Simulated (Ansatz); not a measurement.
## AlN (rocksalt) under strain

Rocksalt AlN, relaxed with r2SCAN in the plane-wave code Ansatz. The symmetry is Fm-3m (No. 225, cubic); conventional cell a = 4.038 Å, 8.23 Å³ an atom. Al is surrounded by 6 N at 2.02 Å; N is surrounded by 6 Al at 2.02 Å.

The axes x, y and z are those of this cell:
```yaml
crystal:
  lattice:
    - [0.00000, 2.01887, 2.01887]
    - [2.01887, 0.00000, 2.01887]
    - [2.01887, 2.01887, 0.00000]
  atoms:
    - { symbol: Al, position: [0.00000, 0.00000, 0.00000] }
    - { symbol: N, position: [0.50000, 0.50000, 0.50000] }
```

Unstrained: The PBE gap is indirect, 4.669 eV (Γ to X), below the direct gap of 5.726 eV at Γ. The r2SCAN gap is indirect, 5.522 eV (Γ to X), below the direct gap of 6.530 eV at Γ. The HSE06 gap is indirect, 6.083 eV (Γ to X), below the direct gap of 7.266 eV at Γ. Meshes: PBE 10×10×10, r2SCAN 10×10×10, HSE06 8×8×8. Strains are changes of length per length. After each strain the atoms were relaxed again with r2SCAN within the symmetry that the strain leaves, so tilts or polar shifts that break it weren't tested; points keep the names that they have in the unstrained zone. Values at 0 K without nuclear motion; spin polarisation is off, and the phase may be a hypothetical one.

Changes of the least gap in eV (an overlap counts as a negative gap):
```json
{"strain": "uniaxial -4.0 % along x", "volume change (%)": "-4.0", "space group": "I4/mmm", "PBE": "+0.077", "r2SCAN": "+0.051", "HSE06": "0.000", "G0W0@PBE (mesh)": "-0.19", "energy rise, r2SCAN (meV/atom)": "22.6"}
{"strain": "epitaxial +4.0 % in the plane normal to [111], free normal strain -0.54 %", "volume change (%)": "+7.6", "space group": "R-3m", "PBE": "-1.203", "r2SCAN": "-1.266", "HSE06": "-1.290", "G0W0@PBE (mesh)": "-1.41", "energy rise, r2SCAN (meV/atom)": "57.8"}
{"strain": "epitaxial +5.0 % in the xy plane, free normal strain -3.35 %", "volume change (%)": "+6.6", "space group": "I4/mmm", "PBE": "-1.119", "r2SCAN": "-1.148", "HSE06": "-1.229", "G0W0@PBE (mesh)": "-1.30", "energy rise, r2SCAN (meV/atom)": "53.5"}
{"strain": "uniaxial +0.5 % along [111]", "volume change (%)": "+0.5", "space group": "R-3m", "PBE": "-0.076", "r2SCAN": "-0.080", "HSE06": "-0.083", "G0W0@PBE (mesh)": "-0.09", "energy rise, r2SCAN (meV/atom)": "0.5"}
{"strain": "epitaxial +2.0 % in the xy plane, free normal strain -1.46 %", "volume change (%)": "+2.5", "space group": "I4/mmm", "PBE": "-0.506", "r2SCAN": "-0.520", "HSE06": "-0.555", "G0W0@PBE (mesh)": "-0.58", "energy rise, r2SCAN (meV/atom)": "9.6"}
```
Unstrained, G0W0@PBE with 68 empty bands, a screening cutoff of 150 eV and a 6×6×6 mesh gives 6.32 eV on its mesh; the band count follows the volume. G0W0 values are finite-basis, finite-mesh values.

Uniaxial -4.0 % along x, other directions held. HSE06: the gap goes from 6.083 to 6.083 eV (0.000 eV); the X points, equivalent before, split by 439 meV, and the conduction bottom lies at those like (0, 1/2, 1/2); with r2SCAN the top three valence levels at Γ, degenerate before, become 2+1 from the top over 314 meV. Stress change with r2SCAN, compression positive: xx +23.80, yy +7.86, zz +7.86 GPa.

Epitaxial +4.0 % in the plane normal to [111], free normal strain -0.54 %. HSE06: the gap goes from 6.083 to 4.793 eV (-1.290 eV); with r2SCAN the top three valence levels at Γ, degenerate before, become 1+2 from the top over 566 meV. Stress change with r2SCAN, compression positive: xx -17.30, yy -17.30, zz -17.30, xy +8.65, xz +8.65, yz +8.65 GPa.

Epitaxial +5.0 % in the xy plane, free normal strain -3.35 %. HSE06: the gap goes from 6.083 to 4.854 eV (-1.229 eV); the X points, equivalent before, split by 662 meV, and the conduction bottom lies at those like (1/2, 1/2, 0); with r2SCAN the top three valence levels at Γ, degenerate before, become 2+1 from the top over 680 meV. Stress change with r2SCAN, compression positive: xx -18.56, yy -18.56, zz -0.04 GPa.

Uniaxial +0.5 % along [111], other directions held. HSE06: the gap goes from 6.083 to 6.000 eV (-0.083 eV); with r2SCAN the top three valence levels at Γ, degenerate before, become 2+1 from the top over 71 meV. Stress change with r2SCAN, compression positive: xx -1.36, yy -1.36, zz -1.36, xy -1.12, xz -1.12, yz -1.12 GPa.

Epitaxial +2.0 % in the xy plane, free normal strain -1.46 %. HSE06: the gap goes from 6.083 to 5.528 eV (-0.555 eV); the X points, equivalent before, split by 317 meV, and the conduction bottom lies at those like (1/2, 1/2, 0); with r2SCAN the top three valence levels at Γ, degenerate before, become 2+1 from the top over 270 meV. Stress change with r2SCAN, compression positive: xx -8.95, yy -8.95, zz 0.00 GPa.

The meshes of the hybrids are coarse, so their gaps aren't converged to the digits shown.

The splittings at Γ are without spin-orbit coupling, which regroups them where it is of like size or larger.
